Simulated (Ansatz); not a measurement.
KBr (rocksalt), relaxed with r2SCAN in the plane-wave code Ansatz. It is cubic, Fm-3m (No. 225); conventional cell a = 6.604 Å, 36.01 Å³ an atom. K is surrounded by 6 Br at 3.30 Å; Br is surrounded by 6 K at 3.30 Å.

The axes x, y and z are those of this cell:
```yaml
crystal:
  lattice:
    - [0.00000, 3.30225, 3.30225]
    - [3.30225, 0.00000, 3.30225]
    - [3.30225, 3.30225, 0.00000]
  atoms:
    - { symbol: K, position: [0.00000, 0.00000, 0.00000] }
    - { symbol: Br, position: [0.50000, 0.50000, 0.50000] }
```

Unstrained: With PBE the gap is 4.430 eV and direct, at Γ. r2SCAN gives a direct gap of 5.071 eV at Γ. The HSE06 gap is direct at Γ: 5.596 eV. Meshes: PBE 6×6×6, r2SCAN 6×6×6, HSE06 4×4×4. Strains are changes of length per length. After each strain the atoms were relaxed again with r2SCAN within the symmetry that the strain leaves, so tilts or polar shifts that break it weren't tested; points keep the names that they have in the unstrained zone. No spin polarisation and no zero-point or thermal motion.

**Question.** For epitaxial -2.29 % in the plane normal to [111], how far does the free direction move, and what happens to the gap?

**Answer.** The normal strain at zero normal stress is +2.56 %, 1.12 of the in-plane strain with the sign turned. PBE: the gap goes from 4.430 to 4.436 eV (+0.006 eV); with r2SCAN the top three valence levels at Γ, degenerate before, become 2+1 from the top over 117 meV. r2SCAN: the gap goes from 5.071 to 5.079 eV (+0.008 eV). HSE06: the gap goes from 5.596 to 5.606 eV (+0.010 eV).

**Question.** Estimate what epitaxial +2.54 % in the xy plane, free normal strain -0.61 % does to the gap.

**Answer.** PBE: the gap goes from 4.430 to 4.307 eV (-0.123 eV); with r2SCAN the top three valence levels at Γ, degenerate before, become 1+2 from the top over 12 meV. r2SCAN: the gap goes from 5.071 to 4.939 eV (-0.132 eV). HSE06: the gap goes from 5.596 to 5.465 eV (-0.131 eV). The r2SCAN energy rises by 5.2 meV an atom.

**Question.** Apply uniaxial -1.33 % along x, other directions held. How far does the gap move, against the unstrained cell?

**Answer.** PBE: the gap goes from 4.430 to 4.461 eV (+0.031 eV). r2SCAN: the gap goes from 5.071 to 5.103 eV (+0.032 eV). HSE06: the gap goes from 5.596 to 5.631 eV (+0.035 eV). The r2SCAN energy rises by 0.9 meV an atom.

Spin-orbit coupling is left out.

The meshes of the hybrids are coarse, so their gaps aren't converged to the digits shown.

The splittings at Γ are without spin-orbit coupling, which regroups them where it is of like size or larger.
